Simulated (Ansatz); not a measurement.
# SnO2: the cost of one run

Program: Ansatz 0.2.0. Level of theory: DFT PBE, scalar-relativistic, plane waves, PAW. These are calculated values, not measurements.

17 further runs of the same task are left out: 17 set aside as unsound or not needed.

## Step 1: The starting structure

The structure is orthorhombic, space group Pbcn (No. 60). Conventional cell: a = 4.735 Å, b = 5.751 Å, c = 5.247 Å, α = 90.00°, β = 90.00°, γ = 90.00°. Sn (site symmetry 2) is surrounded by 6 O at 2.04 to 2.11 Å. O (site symmetry 1) has 3 Sn at 2.04 to 2.11 Å as nearest neighbours.

As a file:

```
CELL_PARAMETERS angstrom
4.73515 0.00000 0.00000
0.00000 5.75091 0.00000
0.00000 0.00000 5.24711
ATOMIC_POSITIONS crystal
Sn 0.50000 0.66545 0.75000
Sn 0.00000 0.83455 0.25000
Sn 0.50000 0.33455 0.25000
Sn 0.00000 0.16545 0.75000
O 0.73031 0.60712 0.07860
O 0.23031 0.89288 0.92140
O 0.76969 0.89288 0.57860
O 0.26969 0.60712 0.42140
O 0.73031 0.39288 0.57860
O 0.23031 0.10712 0.42140
O 0.76969 0.10712 0.07860
O 0.26969 0.39288 0.92140
```

Source of the structure: the Materials Project (structure only).

## Step 5: The grid

The energy is mapped over volume and the cell's shape.

- volume per atom: 7 values from 10.36 to 14.31 Å³
- stretch along b over the lengths across it, relative to the relaxed cell: 7 values from 0.923 to 1.083

Nothing else is relaxed (fractional coordinates fixed). Energies count from the relaxed crystal. Points are written as (first, second).

(The set-up runs are not shown.)

## Step 6: Point (14.31 Å³, 1.083)

The input, input.yaml:

```yaml
crystal:
  lattice:
    - [4.9005904985, 0.0, 0.0]
    - [0.0, 6.4551265519, 0.0]
    - [0.0, 0.0, 5.4275896159]
  atoms:
    - { symbol: Sn, position: [0.5, 0.6651654909, 0.75] }
    - { symbol: Sn, position: [0.0, 0.8348345091, 0.25] }
    - { symbol: Sn, position: [0.5, 0.3348345091, 0.25] }
    - { symbol: Sn, position: [0.0, 0.1651654909, 0.75] }
    - { symbol: O, position: [0.7301204267, 0.6070551964, 0.0781681515] }
    - { symbol: O, position: [0.2301204267, 0.8929448036, 0.9218318485] }
    - { symbol: O, position: [0.7698795733, 0.8929448036, 0.5781681515] }
    - { symbol: O, position: [0.2698795733, 0.6070551964, 0.4218318485] }
    - { symbol: O, position: [0.7301204267, 0.3929448036, 0.5781681515] }
    - { symbol: O, position: [0.2301204267, 0.1070551964, 0.4218318485] }
    - { symbol: O, position: [0.7698795733, 0.1070551964, 0.0781681515] }
    - { symbol: O, position: [0.2698795733, 0.3929448036, 0.9218318485] }
basis:
  ecutwfc: 520.0
kpoints:
  mp_grid: { grid: [6, 6, 6] }
hamiltonian:
  xc: pbe
  pseudopotentials: { kind: paw, azcp: { folder: soft_1 } }
scf:
  occupations: { method: gaussian, width: 0.05 }
output:
  forces: true
  stress: true
  eigenvalues: true
```

Started as:

```bash
ansatz run input.yaml --threads 4 --pin off --max-ram 8192MiB --backend cpu --events-out ev --progress --plain --runs-dir out
```

What time and memory should one allow on 4 threads of Arm Neoverse N1, shared host?

About 28 s, with a peak of 1 GiB.
